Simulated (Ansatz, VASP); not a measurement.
Zn in VASP and in Ansatz

File INCAR:

```
SYSTEM = Zn
ALGO = Fast ; EDIFF = 1E-6
ENCUT = 520 ; GGA = PE
ISIF = 2 ; ISMEAR = 0
LASPH = .True. ; LCHARG = .True.
LELF = .True. ; LREAL = .False.
LVHAR = .True. ; LWAVE = .False.
NBANDS = 12 ; NELM = 60
PREC = Accurate ; SIGMA = 0.1
```

Contents of KPOINTS:

```
k-points
0
Gamma
  18 18 18
  0 0 0
```

POSCAR

```
Zn
1.0
   -1.6327712829      1.6327712829      1.6327712829
    1.6327712829     -1.6327712829      1.6327712829
    1.6327712829      1.6327712829     -1.6327712829
Zn
1
Direct
    0.0000000000      0.0000000000      0.0000000000
```

Input for Ansatz:

```yaml
crystal:
  lattice:
    - [-1.6327712829, 1.6327712829, 1.6327712829]
    - [1.6327712829, -1.6327712829, 1.6327712829]
    - [1.6327712829, 1.6327712829, -1.6327712829]
  atoms:
    - { symbol: Zn, position: [0.0, 0.0, 0.0] }
basis:
  ecutwfc: 420
kpoints:
  mp_grid: { grid: [18, 18, 18] }
hamiltonian:
  xc: pbe
scf:
  occupations: { method: gaussian, width: 0.1 }
output:
  forces: true
  stress: true
  eigenvalues: true
  populations: true
```

Alike in both runs: task single point; functional PBE; k mesh 18 × 18 × 18; occupations gaussian, width 0.1 eV; no spin polarisation.

```csv
,VASP,Ansatz
version,VASP 6.6.1,Ansatz 0.2.0
potentials or method,"VASP PAW PBE potentials, release 64 (Zn)","scalar-relativistic, plane waves, PAW"
plane-wave cutoff (eV),520,420
valence electrons in the cell,12,12
```

```csv
,VASP,Ansatz,Ansatz less VASP
gap on the k mesh at the Fermi level (eV),none,none,-
pressure (GPa),-5.5,-5.7,-0.18
```

A gap of «none» marks a metal or a gap that the smearing closes.
